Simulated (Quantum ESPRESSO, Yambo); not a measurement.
# GaN (honeycomb monolayer): G0W0 in Yambo against the bands

Wanted: the cheapest bands that holds the gap of GaN (honeycomb monolayer).

Main program and level: Yambo 5.3.0; PBE and many-body steps on it, plane waves.

This is a report of a sequence of runs, with most program output left out.

## (1) Starting point

The cell holds 2 atoms: 1 Ga and 1 N. Cell: a = 3.214 Å, b = 3.214 Å, c = 14.000 Å, α = 90.0°, β = 90.0°, γ = 120.0°. It derives from  ([{'formula': 'GaN', 'spacegroup': 194, 'source': 'prototype of the bulk crystal'}, {'formula': 'GaN', 'spacegroup': 186, 'source': 'prototype of the bulk crystal'}, {'formula': 'GaN', 'spacegroup': 216, 'source': 'prototype of the bulk crystal'}]). Vacuum lies along c.

Structure file:

```cif
data_structure
_symmetry_space_group_name_H-M 'P 1'
_symmetry_Int_Tables_number 1
_cell_length_a 3.2137
_cell_length_b 3.2137
_cell_length_c 14.0000
_cell_angle_alpha 90.000
_cell_angle_beta 90.000
_cell_angle_gamma 120.000
_cell_volume 125.22
loop_
_atom_site_label
_atom_site_type_symbol
_atom_site_fract_x
_atom_site_fract_y
_atom_site_fract_z
_atom_site_occupancy
Ga1 Ga 0.33333 0.66667 0.50005 1
N2 N 0.66667 0.33333 0.49995 1
```

The structure was relaxed with PBE. The runs that relaxed it are not among those shown.

## (2) 27 bands

This step: Yambo 5.3.0; G0W0 on PBE, plane waves, norm-conserving pseudopotentials.

G0W0 replaces the xc potential by the self-energy, built once from these orbitals. Only a window of levels is corrected, while the sums run over the empty bands that the input names.

Input file gw1.in:

```
HF_and_locXC
gw0
dyson
ppa
em1d
rim_cut
rim_w
RandQpts= 3000000
RandGvec= 100 RL
CUTGeo= "slab z"
RandGvecW= 9 RL
EXXRLvcs= 104 Ry
VXCRLvcs= 416 Ry
Chimod= "HARTREE"
% BndsRnXp
 1 | 27 |
%
NGsBlkXp= 6 Ry
% LongDrXp
 1 | 1 | 0 |
%
% GbndRnge
 1 | 27 |
%
DysSolver= "n"
ExtendOut
PPAPntXp= 27.21138 eV
% QPkrange
 12 | 12 | 12 | 15 |
 1 | 1 | 12 | 15 |
%
```

The run is started by

```console
$ OMP_NUM_THREADS=2 mpirun -n 4 yambo -F gw1.in -J gw1 -C gw1 > gw1.log
```

It took 86 s on 4 MPI ranks of Arm Neoverse V1, shared host; peak memory 3.1 GiB; 7.8 min of CPU time.

Numbers from this step:

| Quantity | Value |
| --- | --- |
| G0W0 gap on the points computed | 4.170 eV |
| starting gap on the mesh | 2.161 eV |
| k of the valence top | 0.3333, 0.3333, 0 |
| k of the conduction bottom | 0, 0, 0 |
| least direct G0W0 gap on the computed points | 4.461 eV |
| Z at the valence top | 0.7674 |
| Z at the conduction bottom | 0.8333 |

The gap on the mesh goes from 2.16 eV to 4.17 eV, a correction of +2.01 eV.

## (3) 43 bands

gw2.in, as its differences from gw1.in of step 2:

```diff
@@ -15,3 +15,3 @@
 % BndsRnXp
- 1 | 27 |
+ 1 | 43 |
 %
@@ -22,3 +22,3 @@
 % GbndRnge
- 1 | 27 |
+ 1 | 43 |
 %
```

The run is started by

```console
$ OMP_NUM_THREADS=2 mpirun -n 4 yambo -F gw2.in -J gw2 -C gw2 > gw2.log
```

Elapsed: 2 min, on 4 MPI ranks; peak memory 3.2 GiB; 12 min of CPU time.

This step gave:

* G0W0 gap on the points computed: 4.091 eV
* starting gap on the mesh: 2.161 eV
* k of the valence top: 0.3333, 0.3333, 0
* k of the conduction bottom: 0, 0, 0
* least direct G0W0 gap on the computed points: 4.316 eV
* Z at the valence top: 0.7707
* Z at the conduction bottom: 0.8324

Against the run before, the gap moves by −0.078 eV.

## (4) 74 bands

gw3.in, as its differences from gw2.in of step 3:

```diff
@@ -15,3 +15,3 @@
 % BndsRnXp
- 1 | 43 |
+ 1 | 74 |
 %
@@ -22,3 +22,3 @@
 % GbndRnge
- 1 | 43 |
+ 1 | 74 |
 %
```

The run is started by

```console
$ OMP_NUM_THREADS=2 mpirun -n 4 yambo -F gw3.in -J gw3 -C gw3 > gw3.log
```

Elapsed: 3.2 min, on 4 MPI ranks; peak memory 3.2 GiB.

This step gave:

```yaml
g0w0_gap_on_the_points_computed: 4.082 eV
starting_gap_on_the_mesh: 2.161 eV
k_of_the_valence_top: 0.3333, 0.3333, 0
k_of_the_conduction_bottom: 0, 0, 0
least_direct_g0w0_gap_on_the_computed_points: 4.300 eV
```

Against the run before, the gap moves by −0.009 eV.

## (5) 125 bands

gw4.in, as its differences from gw3.in of step 4:

```diff
@@ -15,3 +15,3 @@
 % BndsRnXp
- 1 | 74 |
+ 1 | 125 |
 %
@@ -22,3 +22,3 @@
 % GbndRnge
- 1 | 74 |
+ 1 | 125 |
 %
```

The run is started by

```console
$ OMP_NUM_THREADS=2 mpirun -n 4 yambo -F gw4.in -J gw4 -C gw4 > gw4.log
```

Run time: 5.2 min. Hardware: 4 MPI ranks; peak memory 3.1 GiB; 34 min of CPU time.

This step gave:

```
G0W0 gap on the points computed              : 4.097 eV
starting gap on the mesh                     : 2.161 eV
k of the valence top                         : 0.3333, 0.3333, 0
k of the conduction bottom                   : 0, 0, 0
least direct G0W0 gap on the computed points : 4.298 eV
```

Against the run before, the gap moves by +0.015 eV.

## (6) 186 bands

gw5.in, as its differences from gw4.in of step 5:

```diff
@@ -15,3 +15,3 @@
 % BndsRnXp
- 1 | 125 |
+ 1 | 186 |
 %
@@ -22,3 +22,3 @@
 % GbndRnge
- 1 | 125 |
+ 1 | 186 |
 %
```

The run is started by

```console
$ OMP_NUM_THREADS=2 mpirun -n 4 yambo -F gw5.in -J gw5 -C gw5 > gw5.log
```

Elapsed: 7.5 min, on 4 MPI ranks; peak memory 4 GiB.

Numbers from this step:

```
G0W0 gap on the points computed              : 4.118 eV
starting gap on the mesh                     : 2.161 eV
k of the valence top                         : 0.3333, 0.3333, 0
k of the conduction bottom                   : 0, 0, 0
least direct G0W0 gap on the computed points : 4.310 eV
```

Against the run before, the gap moves by +0.021 eV.

## (7) 255 bands

gw6.in, as its differences from gw5.in of step 6:

```diff
@@ -15,3 +15,3 @@
 % BndsRnXp
- 1 | 186 |
+ 1 | 255 |
 %
@@ -22,3 +22,3 @@
 % GbndRnge
- 1 | 186 |
+ 1 | 255 |
 %
```

The run is started by

```console
$ OMP_NUM_THREADS=2 mpirun -n 4 yambo -F gw6.in -J gw6 -C gw6 > gw6.log
```

Elapsed: 10 min, on 4 MPI ranks; peak memory 5 GiB.

Numbers from this step:

```
G0W0 gap on the points computed              : 4.134 eV
starting gap on the mesh                     : 2.161 eV
k of the valence top                         : 0.3333, 0.3333, 0
k of the conduction bottom                   : 0, 0, 0
least direct G0W0 gap on the computed points : 4.325 eV
```

Against the run before, the gap moves by +0.017 eV.

## (8) Side by side

Times are wall times on 4 MPI ranks of Arm Neoverse V1, shared host, good to a factor of about two.

| run | mesh | bands | screening cutoff (eV) | DFT gap (eV) | gap on the mesh (eV) | direct (eV) | time |
| --- | --- | --- | --- | --- | --- | --- | --- |
| 27 bands | 9×9×1 | 27 | 81.6 | 2.161 | 4.170 | 4.461 | 86 s |
| 43 bands | 9×9×1 | 43 | 81.6 | 2.161 | 4.091 | 4.316 | 2 min |
| 74 bands | 9×9×1 | 74 | 81.6 | 2.161 | 4.082 | 4.300 | 3.2 min |
| 125 bands | 9×9×1 | 125 | 81.6 | 2.161 | 4.097 | 4.298 | 5.2 min |
| 186 bands | 9×9×1 | 186 | 81.6 | 2.161 | 4.118 | 4.310 | 7.5 min |
| 255 bands | 9×9×1 | 255 | 81.6 | 2.161 | 4.134 | 4.325 | 10 min |

## (9) What came out

* 27 bands: 4.170 eV
* 43 bands: 4.091 eV
* 74 bands: 4.082 eV
* 125 bands: 4.097 eV
* 186 bands: 4.118 eV
* 255 bands: 4.134 eV
* known limits: not at the basis limit; no spin-orbit coupling

What this shows: The setting moved: bands. From 27 bands to 255 bands the gap moves by −0.04 eV, for 7.1 times the time, not steadily: it passes through 4.08 eV. The last step still moves it by +0.017 eV. Bands and screening cutoff are coupled, so a series along one setting does not show full convergence. Bands and cutoff are finite, so the gap is not at the basis limit. The miss can reach some tenths of an eV and take either sign; the mesh is an error of its own. In the G0W0 runs levels were corrected at 2 k points alone, so a gap called «on the mesh» is the least over those, and an edge elsewhere would be missed. The many-body steps are scalar-relativistic: spin-orbit coupling is not in them.

[Paths, hosts, dates, memory and timing lines, banners, echoed tables and standing remarks are left out of the program output.]

[Logs are printed without paths, hosts, clocks, repeated set-up lines and the standing remarks that a program may print on its own settings, such as how far it seeks lower states.]

[Runs of the session that timed out or met a known fault of the program may be left out.]

[Hosts, paths, dates, database ids (printed as entryN), source tags and the programs' standing remarks are cut or masked in the printed files.]
